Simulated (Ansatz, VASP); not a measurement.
ZnS in VASP and in Ansatz

Contents of INCAR:

```
PREC = Accurate
ENCUT = 520
EDIFF = 1E-7
ISMEAR = 0
SIGMA = 0.01
LREAL = False
LASPH = True
NELM = 60
ALGO = Normal
ISIF = 2
LWAVE = False
LCHARG = False
NBANDS = 26
```

KPOINTS

```
Automatic mesh
0
Gamma
  6 6 4
```

The input POSCAR:

```
ZnS
1.0
    3.7195412745      0.0000000000      0.0000000000
   -1.8597706372      3.2212172341      0.0000000000
    0.0000000000      0.0000000000      6.1609054208
Zn S
2 2
Direct
    0.3333333333      0.6666666667      0.0063999118
    0.6666666667      0.3333333333      0.5063999118
    0.3333333333      0.6666666667      0.3786000882
    0.6666666667      0.3333333333      0.8786000882
```

Input for Ansatz:

```yaml
crystal:
  lattice:
    - [3.71954127447, 0.0, 0.0]
    - [-1.85977063724, 3.22121723412, 0.0]
    - [0.0, 0.0, 6.16090542079]
  atoms:
    - { symbol: Zn, position: [0.333333333333, 0.666666666667, 0.006399911787] }
    - { symbol: Zn, position: [0.666666666667, 0.333333333333, 0.506399911787] }
    - { symbol: S, position: [0.333333333333, 0.666666666667, 0.378600088213] }
    - { symbol: S, position: [0.666666666667, 0.333333333333, 0.878600088213] }
kpoints:
  mp_grid: { grid: [6, 6, 4] }
scf:
  occupations: { method: fixed }
  convergence: { dr2_threshold: 1.0e-10 }
hamiltonian:
  xc: lda
  pseudopotentials: { kind: all_electron, lapw: { basis_error: 0.0005 } }
output:
  forces: true
  stress: true
  eigenstates:
    kpoints:
      - [0.0, 0.0, 0.0]
      - [0.0, 0.0, -0.5]
      - [-0.5, 0.0, 0.0]
      - [-0.5, 0.5, 0.0]
      - [0.0, -0.5, 0.0]
      - [-0.5, 0.0, -0.5]
      - [-0.5, 0.5, -0.5]
      - [0.0, -0.5, -0.5]
  eigenvalues: true
```

Change from the starting cell: film at in-plane strain -0.005.

Alike in both runs: task single point; functional LDA; k mesh 6 × 6 × 4; no spin polarisation.

|  | VASP | Ansatz |
| --- | --- | --- |
| version | VASP 6.6.1 | Ansatz 0.2.0 |
| potentials or method | VASP PAW LDA potentials, release 64 (Zn, S) | all-electron LAPW, scalar-relativistic |
| plane-wave cutoff (eV) | 520 | see its input |
| occupations | gaussian, width 0.01 eV | fixed |

```tsv
	VASP	Ansatz	Ansatz less VASP
gap on the k mesh at the Fermi level (eV)	2.23	2.20	-0.033
pressure (GPa)	0.9	0.6	-0.28
largest component of the traceless stress (GPa)	0.58	0.59	+0.004
```

Ansatz ran all-electron here, so the differences hold the error of VASP's frozen core and of both bases.
